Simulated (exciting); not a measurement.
Set up this calculation in exciting (release sodium), as the native input.

| Quantity | Value |
| --- | --- |
| Task | band structure |
| Functional | PBE |
| Potentials or basis | all-electron LAPW+lo, shipped species files, valence relativity iora* |
| rgkmax | 7 |
| k mesh | 10 × 10 × 10 |
| Occupations | fermi-dirac, width 0.05 eV |
| Spin | no spin polarisation |
| outputlevel | low |
| gmaxvr (cutoff of density and potential) | 14 1/bohr |
| lmaxapw (and lmaxmat) | 10 |
| lmaxvr | 8 |
| nempty | 10 |
| Valence relativity | iora* |
| epsengy | 1e-05 Ha |
| epspot | 1e-05 Ha |
| maxscl | 60 |
| Muffin-tin radii | As 2.0, B 1.45 bohr |

BAs:

```
CELL_PARAMETERS angstrom
0.00000 2.38850 2.38850
2.38850 0.00000 2.38850
2.38850 2.38850 0.00000
ATOMIC_POSITIONS crystal
As 0.75000 0.75000 0.75000
B 0.00000 0.00000 0.00000
```

One way to write it, as run:

input.xml

```xml
<input>
  <title>BAs</title>
  <structure speciespath="./" tshift="false">
    <crystal scale="1">
      <basevect>0.000000000000 4.513610848669 4.513610848669</basevect>
      <basevect>4.513610848669 0.000000000000 4.513610848669</basevect>
      <basevect>4.513610848669 4.513610848669 0.000000000000</basevect>
    </crystal>
    <species speciesfile="As.xml" rmt="2">
      <atom coord="0.750000000000 0.750000000000 0.750000000000"/>
    </species>
    <species speciesfile="B.xml" rmt="1.45">
      <atom coord="0.000000000000 0.000000000000 0.000000000000"/>
    </species>
  </structure>
  <groundstate do="fromscratch" ngridk="10 10 10" rgkmax="7" gmaxvr="14" lmaxapw="10" lmaxmat="10" lmaxvr="8" xctype="GGA_PBE" stype="Fermi Dirac" swidth="0.00183747" nempty="10" ValenceRelativity="iora*" epsengy="1e-05" epspot="1e-05" maxscl="60" outputlevel="low"/>
  <properties>
    <bandstructure>
      <plot1d>
        <path steps="80">
          <point coord="0 0 0" label="G"/>
          <point coord="0.5 0 0.5" label="X"/>
          <point coord="0.5 0.25 0.75" label="W"/>
          <point coord="0.375 0.375 0.75" label="K"/>
          <point coord="0 0 0" label="G"/>
          <point coord="0.5 0.5 0.5" label="L"/>
          <point coord="0.625 0.25 0.625" label="U"/>
          <point coord="0.5 0.25 0.75" label="W"/>
          <point coord="0.5 0.5 0.5" label="L"/>
          <point coord="0.375 0.375 0.75" label="K" breakafter="true"/>
          <point coord="0.625 0.25 0.625" label="U"/>
          <point coord="0.5 0 0.5" label="X"/>
        </path>
      </plot1d>
    </bandstructure>
    <dos nwdos="300" winddos="-0.6 0.5" inttype="tetra" ngrdos="100" nsmdos="2"/>
    <chargedensityplot>
      <plot3d>
        <box grid="17 17 17">
          <origin coord="0 0 0"/>
          <point coord="1 0 0"/>
          <point coord="0 1 0"/>
          <point coord="0 0 1"/>
        </box>
      </plot3d>
    </chargedensityplot>
    <elfplot>
      <plot3d>
        <box grid="17 17 17">
          <origin coord="0 0 0"/>
          <point coord="1 0 0"/>
          <point coord="0 1 0"/>
          <point coord="0 0 1"/>
        </box>
      </plot3d>
    </elfplot>
    <exccplot>
      <plot3d>
        <box grid="17 17 17">
          <origin coord="0 0 0"/>
          <point coord="1 0 0"/>
          <point coord="0 1 0"/>
          <point coord="0 0 1"/>
        </box>
      </plot3d>
    </exccplot>
  </properties>
</input>
```

Potentials or basis: all-electron LAPW+lo, shipped species files, valence relativity iora*.

Command:

```console
$ OMP_NUM_THREADS=1 exciting_smp
```

Results of the run:

```json
{"Band gap on the k mesh": "1.19 eV, indirect (least direct gap 3.28 eV)", "Band gap along the path": "1.20 eV, indirect (least direct gap 3.28 eV)"}
```

Caveat: the tetrahedron DOS on this energy grid can lose part of the weight of narrow d or f bands.

Run time: 5.4 min on 1 thread of Arm Neoverse V1 (shared host), peak memory 0.13 GiB.
